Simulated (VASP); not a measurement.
# Fe (I4/mmm) in VASP: further runs, part 2 of 2

VASP 6.6.1. Earlier steps stand in the parts before.

**4. Single point, r2SCAN, collinear spin, typed start**

POSCAR reads:

```
Fe
1.0
    4.2127689495      0.0000000000      0.0000000000
   -2.1063844747      3.6483649305      0.0000000000
    0.0000000000      0.0000000000      2.3921520190
Fe
3
Direct
    0.0000000000      0.0000000000      0.0000000000
    0.3333333333      0.6666666667      0.5000000000
    0.6666666667      0.3333333333      0.5000000000
```

INCAR.step1 reads:

```
SYSTEM = Fe
ALGO = Normal
EDIFF = 1E-4
ENCUT = 520
GGA = PE
ISMEAR = 0
ISPIN = 2
LASPH = .TRUE.
LCHARG = .FALSE.
LMAXMIX = 4
LREAL = .FALSE.
LWAVE = .TRUE.
MAGMOM = 3.49 3.32 3.32
NBANDS = 23
NELM = 150
PREC = Accurate
SIGMA = 0.1
```

INCAR.step2 reads:

```
SYSTEM = Fe
ALGO = Normal
EDIFF = 1E-6
ENCUT = 520
ISIF = 2
ISMEAR = 0
ISPIN = 2
ISTART = 1
LASPH = .TRUE.
LCHARG = .FALSE.
LMAXMIX = 4
LMIXTAU = .TRUE.
LORBIT = 11
LREAL = .FALSE.
LWAVE = .FALSE.
MAGMOM = 3.49 3.32 3.32
METAGGA = R2SCAN
NBANDS = 23
NELM = 150
PREC = Accurate
SIGMA = 0.1
```

KPOINTS reads:

```
k-points
0
G
  6 6 6
  0 0 0
```

Potentials or basis: VASP PAW PBE potentials, release 64 (Fe).

Started as:

```sh
> cat potpaw_PBE.64/Fe/POTCAR > POTCAR
> cp INCAR.step1 INCAR
> mpirun -np 1 vasp_std > vasp.out
> cp INCAR.step2 INCAR
> mpirun -np 1 vasp_std > vasp.out
```

OUTCAR:

```text
SYSTEM = Fe
   EDIFF = 1E-6
   ENCUT = 520
   ISIF = 2
   ISMEAR = 0
   ISPIN = 2
   ISTART = 1
   LASPH = .TRUE.
   LORBIT = 11
   LREAL = .FALSE.
   METAGGA = R2SCAN
   NELM = 150
   PREC = Accurate

 ion  position               nearest neighbor table
   1  0.000  0.000  0.000-   2 2.71   3 2.71   2 2.71   3 2.71   2 2.71   2 2.71   3 2.71   3 2.71
                             3 2.71   3 2.71   2 2.71   2 2.71
   2  0.333  0.667  0.500-   3 2.43   3 2.43   3 2.43   1 2.71   1 2.71   1 2.71   1 2.71   1 2.71
                             1 2.71
   3  0.667  0.333  0.500-   2 2.43   2 2.43   2 2.43   1 2.71   1 2.71   1 2.71   1 2.71   1 2.71
                             1 2.71

  LATTYP: Found a hexagonal cell.
 ALAT       =     4.2127689495
 C/A-ratio  =     0.5678336618

  Lattice vectors:

 A1 = (   4.2127689495,   0.0000000000,   0.0000000000)
 A2 = (  -2.1063844747,   3.6483649305,   0.0000000000)
 A3 = (   0.0000000000,   0.0000000000,   2.3921520190)

Analysis of symmetry for initial positions (statically):
[... 1453 lines left out ...]

------------------------ aborting loop because EDIFF is reached ----------------------------------------

  FORCE on cell =-STRESS in cart. coord.  units (eV):
  Direction    XX          YY          ZZ          XY          YZ          ZX
  --------------------------------------------------------------------------------------
  -------------------------------------------------------------------------------------
  Total       -0.0839030     -0.0839030     -0.1446649     -0.0000000     -0.0000000      0.0000000
  in kB       -3.6562304     -3.6562304     -6.3040419     -0.0000000     -0.0000000      0.0000000
  external PRESSURE =      -4.5388343 kB  Pullay stress =       0.0000000 kB

 VOLUME and BASIS-vectors are now :
 -----------------------------------------------------------------------------
  energy-cutoff  :      520.00
  volume of cell :       36.77
      direct lattice vectors                 reciprocal lattice vectors
     4.212768950  0.000000000  0.000000000     0.237373569  0.137047694  0.000000000
    -2.106384475  3.648364931  0.000000000     0.000000000  0.274095388  0.000000000
     0.000000000  0.000000000  2.392152019     0.000000000  0.000000000  0.418033633

 POSITION                                       TOTAL-FORCE (eV/Angst)
 -----------------------------------------------------------------------------------
      0.00000      0.00000      0.00000        -0.000000      0.000000      0.000000
     -0.00000      2.43224      1.19608        -0.000000     -0.000000      0.000000
      2.10638      1.21612      1.19608         0.000000     -0.000000      0.000000
 -----------------------------------------------------------------------------------
    total drift:                               -0.000000      0.000000      0.000000

  FREE ENERGIE OF THE ION-ELECTRON SYSTEM (eV)
  ---------------------------------------------------
  free  energy   TOTEN  =       -42.7218383934 eV

  energy  without entropy=      -42.7144690390  energy(sigma->0) =      -42.71815372

 total charge

# of ion       s       p       d       tot
------------------------------------------
    1        0.462   0.518   6.118   7.098
    2        0.487   0.512   6.174   7.172
    3        0.487   0.512   6.174   7.172
--------------------------------------------------
tot          1.435   1.542  18.465  21.442

 magnetization (x)

# of ion       s       p       d       tot
------------------------------------------
    1       -0.005  -0.088   2.942   2.849
    2       -0.002  -0.064   2.925   2.859
    3       -0.002  -0.064   2.925   2.859
--------------------------------------------------
tot         -0.008  -0.216   8.792   8.567
```

OUTCAR.step1:

```text
SYSTEM = Fe
   EDIFF = 1E-4
   ENCUT = 520
   GGA = PE
   ISMEAR = 0
   ISPIN = 2
[... 1501 lines left out ...]
      0.00000      0.00000      0.00000         0.000000      0.000000      0.000000
     -0.00000      2.43224      1.19608         0.000000      0.000000      0.000000
      2.10638      1.21612      1.19608        -0.000000     -0.000000      0.000000
 -----------------------------------------------------------------------------------
    total drift:                               -0.000000      0.000000      0.000000

  FREE ENERGIE OF THE ION-ELECTRON SYSTEM (eV)
  ---------------------------------------------------
  free  energy   TOTEN  =       -24.1630543680 eV

  energy  without entropy=      -24.1517075741  energy(sigma->0) =      -24.15738097
```

OSZICAR.step1:

```text
N       E                     dE             d eps       ncg     rms          rms(c)
DAV:   1     0.150916516615E+03    0.15092E+03   -0.10720E+04  2656   0.133E+03
DAV:   2    -0.196214488491E+02   -0.17054E+03   -0.15776E+03  2576   0.264E+02
DAV:   3    -0.262660350997E+02   -0.66446E+01   -0.62163E+01  2975   0.749E+01
DAV:   4    -0.263261730530E+02   -0.60138E-01   -0.60103E-01  2807   0.715E+00
DAV:   5    -0.263268256173E+02   -0.65256E-03   -0.65256E-03  2954   0.582E-01    0.182E+01
DAV:   6    -0.244014193853E+02    0.19254E+01   -0.15819E+01  2814   0.644E+01    0.110E+01
DAV:   7    -0.248121058220E+02   -0.41069E+00   -0.29032E+00  2984   0.409E+01    0.131E+01
DAV:   8    -0.242425433385E+02    0.56956E+00   -0.24654E+00  3029   0.312E+01    0.582E+00
DAV:   9    -0.241752403432E+02    0.67303E-01   -0.13950E-01  3612   0.953E+00    0.246E+00
DAV:  10    -0.241627437745E+02    0.12497E-01   -0.32867E-02  3438   0.221E+00    0.888E-01
DAV:  11    -0.241626629838E+02    0.80791E-04   -0.31642E-03  3131   0.958E-01    0.338E-01
DAV:  12    -0.241630393794E+02   -0.37640E-03   -0.78475E-04  3444   0.349E-01    0.140E-01
DAV:  13    -0.241630543680E+02   -0.14989E-04   -0.10916E-04  1653   0.140E-01
   1 F= -.24163054E+02 E0= -.24157381E+02  d E =-.113468E-01  mag=     7.7072
```

Run time: 88 s. Hardware: 1 thread of Intel Xeon Platinum 8488C (Sapphire Rapids), shared host; peak memory 0.18 GiB.

Results:

* Free energy: -42.7218 eV
* Pressure: -0.5 GPa
* Band gap on the k mesh: none (metal or under the smearing width)
* Net moment: 8.41 μB per cell
* Site moments: Fe +2.85, +2.86 μB
* Valence electrons inside the program's atomic spheres: Fe 7.10, 7.17

Caveat: the k mesh is coarse (spacing up to 0.44 Å⁻¹), so the values aren't converged; the PAW data sets were made with another functional, which shifts forces and pressure a little.

**5. Single point, r2SCAN, collinear spin, typed start**

POSCAR reads:

```
Fe
1.0
    2.0122836155     -1.4563640260      0.0000000000
    2.0122836155      1.4563640260      0.0000000000
    0.0000000000      0.0000000000      8.0879878409
Fe
4
Direct
    0.7500101271      0.2499898729      0.1250001156
    0.7499898729      0.2500101271      0.6250001156
    0.2499898729      0.7500101271      0.8749998844
    0.2500101271      0.7499898729      0.3749998844
```

INCAR.step1 reads:

```
SYSTEM = Fe
PREC = Accurate
ENCUT = 520
ISMEAR = 0
SIGMA = 0.1
LREAL = .FALSE.
LASPH = .TRUE.
NELM = 150
ISPIN = 2
MAGMOM = 2.6 2.6 2.6 2.6
LMAXMIX = 4
NBANDS = 28
GGA = PE
ALGO = Normal
EDIFF = 1E-4
LWAVE = .TRUE.
LCHARG = .FALSE.
```

INCAR.step2 reads:

```
SYSTEM = Fe
PREC = Accurate
ENCUT = 520
EDIFF = 1E-6
ISMEAR = 0
SIGMA = 0.1
LREAL = .FALSE.
LASPH = .TRUE.
NELM = 150
ALGO = Normal
ISIF = 2
LWAVE = .FALSE.
LCHARG = .TRUE.
ISPIN = 2
MAGMOM = 2.6 2.6 2.6 2.6
LORBIT = 11
LMAXMIX = 4
METAGGA = R2SCAN
LMIXTAU = .TRUE.
LELF = .TRUE.
LVHAR = .TRUE.
NBANDS = 28
ISTART = 1
```

KPOINTS reads:

```
regular mesh
0
G
  6 6 4
  0 0 0
```

Started as:

```sh
> cat potpaw_PBE.64/Fe/POTCAR > POTCAR
> cp INCAR.step1 INCAR
> mpirun -np 1 vasp_std > vasp.out
> cp INCAR.step2 INCAR
> mpirun -np 1 vasp_std > vasp.out
```

Run time: 5.3 min. Hardware: 1 thread of Intel Xeon Platinum 8375C at 2.90GHz (Ice Lake), shared host; peak memory 0.21 GiB.

The run converged. Its results:

```
Free energy                                           : -57.4740 eV
Pressure                                              : -0.4 GPa
Band gap on the k mesh                                : none (metal or under the smearing width)
Net moment                                            : 10.79 μB per cell
Site moments                                          : Fe +2.77 μB
Valence electrons inside the program's atomic spheres : Fe 7.18
```

Stress tensor (GPa, compression positive):
```
-0.39  0.00  0.00
 0.00 -0.42  0.00
 0.00  0.00 -0.31
```

Levels at points of the mesh, in eV from the Fermi level:
Spin up:
```
           k point  band 18  band 19  band 20  band 21  band 22  band 23  band 24  band 25  band 26  band 27
(0.00, 0.00, 0.00)    -1.85    -1.83    -1.83    -1.78    -1.68    -0.59     0.62     6.90    15.84    15.84
(0.50, 0.00, 0.00)    -1.61    -0.59    -0.59     0.50     0.50     1.72     1.72     6.73     6.73    10.78
(0.50, 0.50, 0.00)    -0.66    -0.66    -0.53     0.71     5.09     5.09     7.01     7.71     7.71     9.35
(0.00, 0.00, 0.50)    -1.91    -1.73    -1.73    -1.39    -1.39    -1.02    -1.02    10.12    10.12    19.23
(0.50, 0.00, 0.50)    -1.35    -1.35    -1.35     1.34     1.34     1.34     1.34     7.93     7.93     7.93
(0.50, 0.50, 0.50)    -0.74    -0.57    -0.57     2.32     2.32     7.14     7.14     8.15     8.15     9.00
```
Spin down:
| k point | band 7 | band 8 | band 9 | band 10 | band 11 | band 12 | band 13 | band 14 |
| --- | --- | --- | --- | --- | --- | --- | --- | --- |
| (0.00, 0.00, 0.00) | -0.47 | -0.05 | -0.05 | 0.09 | 0.30 | 0.39 | 0.52 | 1.74 |
| (0.50, 0.00, 0.00) | -0.93 | -0.93 | -0.77 | -0.77 | -0.06 | -0.06 | 2.24 | 2.24 |
| (0.50, 0.50, 0.00) | -1.71 | -1.11 | 0.17 | 0.52 | 0.52 | 1.48 | 1.48 | 2.52 |
| (0.00, 0.00, 0.50) | -0.34 | -0.34 | 0.07 | 0.07 | 0.41 | 0.41 | 0.76 | 0.76 |
| (0.50, 0.00, 0.50) | -0.92 | -0.92 | -0.64 | -0.64 | -0.64 | -0.64 | 2.29 | 2.29 |
| (0.50, 0.50, 0.50) | -0.68 | -0.68 | -0.66 | -0.66 | 2.01 | 2.01 | 2.15 | 2.15 |

Caveat: the k mesh is coarse (spacing up to 0.44 Å⁻¹), so the values aren't converged; the PAW data sets were made with another functional, which shifts forces and pressure a little.

**6. Overview**

```csv
cell,k mesh,mesh quality,gap on the mesh (eV),pressure (GPa),moment (μB)
"I4/mmm, 12.21 Å³/atom",10 × 10 × 10,not flagged,none,-3.3,2.74
"P6/mmm, 13.63 Å³/atom",6 × 6 × 8,not flagged,none,-12.3,8.87
"P6/mmm, 12.26 Å³/atom",6 × 6 × 6,coarse,none,-0.5,8.41
"Fmmm, 11.85 Å³/atom",6 × 6 × 4,coarse,none,-0.4,10.79
```

Alike in all rows: task single point; level r2SCAN; potentials or basis VASP PAW PBE potentials, release 64 (Fe); spin collinear, typed start; cutoff (eV) 520; smearing gaussian 0.1 eV.

Caveats: some runs use coarse meshes; the PAW data sets were made with another functional, which shifts forces and pressure a little.

Total energies depend on the potentials used, so only differences within one code and one set of settings carry meaning.
